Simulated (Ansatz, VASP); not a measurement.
One calculation of Si3Ge, two programs

```
Si Ge
1.0
     3.85855    0.00000    0.00000
     0.00000    3.85855    0.00000
     0.00000    0.00000    5.51395
Si Ge
3 1
Direct
  0.50000 0.00000 0.75480
  0.50000 0.50000 0.00000
  0.00000 0.50000 0.24520
  0.00000 0.00000 0.50000
```

Change from the starting cell: epitaxial_xy strain -0.8%.

Alike in both runs: task single point; functional r2SCAN; k mesh 6 × 6 × 6; no spin polarisation.

|  | VASP | Ansatz |
| --- | --- | --- |
| version | VASP 6.6.1 | Ansatz 0.2.0 |
| potentials or method | VASP PAW PBE potentials, release 64 (Si, Ge_d) | plane waves, PAW |
| plane-wave cutoff (eV) | 520 | 500 |
| occupations | gaussian, width 0.01 eV | fixed |
| valence electrons in the cell | 26 | 26 |

```csv
,VASP,Ansatz,Ansatz less VASP
gap on the k mesh at the Fermi level (eV),0.49,0.48,-0.008
pressure (GPa),0.8,0.9,+0.14
largest component of the traceless stress (GPa),0.89,0.91,+0.011
rms of the force components (eV/Å),0.008,0.000,-0.0084
```

Atom by atom the forces differ by 0.008 eV/Å (rms over components).

Caveats: the PAW data sets were made with another functional, which shifts forces and pressure a little (VASP). A k mesh can miss the band edges.
